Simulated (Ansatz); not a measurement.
# TiSi2: computed properties

All numbers below come from DFT PBE, scalar-relativistic, plane waves, PAW (Ansatz 0.2.0).

Settings: cutoff 420 eV, Γ-centred mesh 10×10×10 on the computed 6-atom cell, Gaussian smearing of 0.10 eV; no spin polarisation.

The structure is relaxed at this level of theory with its symmetry kept.

```
Ti Si
1.0
     0.00000    4.13518    4.27960
     2.40387    0.00000    4.27960
     2.40387    4.13518    0.00000
Ti Si
2 4
Direct
  0.75000 0.75000 0.75000
  0.50000 0.50000 0.50000
  0.08682 0.41318 0.08682
  0.41318 0.08682 0.41318
  0.16318 0.83682 0.16318
  0.83682 0.16318 0.83682
```

- Space group: Fddd (No. 70)
- Volume per atom: 14.18 Å³
- Formation energy from the elements' standard states (uncorrected): -0.559 eV/atom
- Kohn–Sham band gap: none (metal)
- Density of states at the Fermi level: 2.33 states/eV per cell
- Löwdin character within 0.5 eV of the Fermi level: Ti 3d 68 %, Si 3p 24 %, unprojected 4 %
- Bulk modulus: 139 GPa
- Its pressure derivative: 4.4
- Bader charges (e): Ti (2 in the cell) 1.15, Si (4 in the cell) -0.58